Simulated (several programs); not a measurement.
**Many methods on one cell: BaTe (h-MgO type)**

BaTe, h-MgO type, relaxed with r2SCAN in Ansatz, was computed with several methods. The symmetry is P6_3/mmc (No. 194, hexagonal); conventional cell a = 5.974 Å, c = 7.002 Å, 54.10 Å³ an atom. Ba has 5 Te at 3.45–3.50 Å; Te has 5 Ba at 3.45–3.50 Å. Simulation only: spin-unpolarised, and no claim that this is the phase found in nature.

```cif
data_structure
_symmetry_space_group_name_H-M 'P 1'
_symmetry_Int_Tables_number 1
_cell_length_a 5.9738
_cell_length_b 5.9738
_cell_length_c 7.0022
_cell_angle_alpha 90.000
_cell_angle_beta 90.000
_cell_angle_gamma 120.000
_cell_volume 216.41
loop_
_atom_site_label
_atom_site_type_symbol
_atom_site_fract_x
_atom_site_fract_y
_atom_site_fract_z
_atom_site_occupancy
Ba1 Ba 0.33333 0.66667 0.25000 1
Ba2 Ba 0.66667 0.33333 0.75000 1
Te1 Te 0.66667 0.33333 0.25000 1
Te2 Te 0.33333 0.66667 0.75000 1
```

Gaps and times are for a single point on this cell; volume and bulk modulus come from each method's own relaxation or energy curve at fixed shape, which is too stiff where a cell has free coordinates or axes. Times are rough, from shared hosts (Arm Neoverse V1; Arm Neoverse V2), and each method has its own mesh and cell size. A dagger marks a closed or tiny gap in a crystal that DFT finds insulating: a failure of the method or a wrong SCF state. A double dagger marks a value from a curve with shape and coordinates held. PM6 (MOPAC), PM7 (MOPAC), GFN2-xTB (tblite) treat a cluster of cells at its zone centre, which samples few k points: where these miss a band edge, the gap comes out too large for that reason alone. Gaps from k meshes are read at a limited set of points (mesh, symmetry points, PBE's band edges), so each method's own least gap may be somewhat smaller. xTB and the PM methods were fitted mostly to molecules, and can miss a solid's gap by electronvolts. Minimal bases can be far off for gaps. Times of the plane-wave ladder aren't listed, since it ran on unlike processors and cards. GLLB-SC's gap includes the derivative discontinuity. G0W0 is at finite bands, cutoff and mesh. d marks a direct gap, i an indirect one (no mark: not told apart), a dash a value that wasn't computed or didn't pass its checks.

| method | kind | gap (eV) | own volume (Å³/atom) | bulk modulus (GPa) | atoms computed | processor time |
| --- | --- | --- | --- | --- | --- | --- |
| PBEsol | semilocal | – | 51.52 | – | 4 | – |
| PM7 (MOPAC) | semi-empirical | 10.62 | – | – | cluster | 0.49 s |
| light PBE (260 eV and a coarse mesh) | light plane-wave | 1.95 i | – | – | 4 | 2.4 s |
| GFN2-xTB (tblite) | tight binding | 0.10† | 50.51‡ | 8‡ | cluster | 2.7 s |
| PM6 (MOPAC) | semi-empirical | 2.23 | – | – | cluster | 6.4 s |
| PBE/SZV (CP2K) | small basis | 1.06 d | – | – | 4 | 8.8 s |
| PBE | semilocal | 1.96 i | 54.10 | 22‡ | 4 | – |
| LDA | semilocal | 1.83 i | – | – | 4 | – |
| PBE/DZVP (CP2K) | small basis | 2.34 d | 55.54‡ | 22‡ | 4 | 18 s |
| r2SCAN | semilocal | 2.31 i | 54.10 | 23‡ | 4 | – |
| PBE/single zeta (GPAW) | small basis | 1.98 i | – | – | 4 | 30 s |
| GLLB-SC (GPAW) | model potential | 3.82 | – | – | 4 | 82 s |
| PBE+SOC | semilocal | 1.89 i | – | – | 4 | – |
| G0W0@PBE (80 eV screening cutoff) | many-body | 3.07 | – | – | 4 | – |

Against r2SCAN (2.31 eV) and with closed or daggered gaps left aside, the nearest gap at the points sampled is that of PBE/DZVP (CP2K) (+0.03 eV) and the farthest that of PM7 (MOPAC) (+8.31 eV). r2SCAN is only a yardstick of convenience: semilocal gaps usually lie below measured ones, which GLLB-SC and hybrids aim to mend.

Volumes against r2SCAN's: PBEsol -4.8 %, PBE 0.0 %.

Runs without a result: GFN1-xTB (tblite) (single point).

Only the rows marked +SOC include spin-orbit coupling.
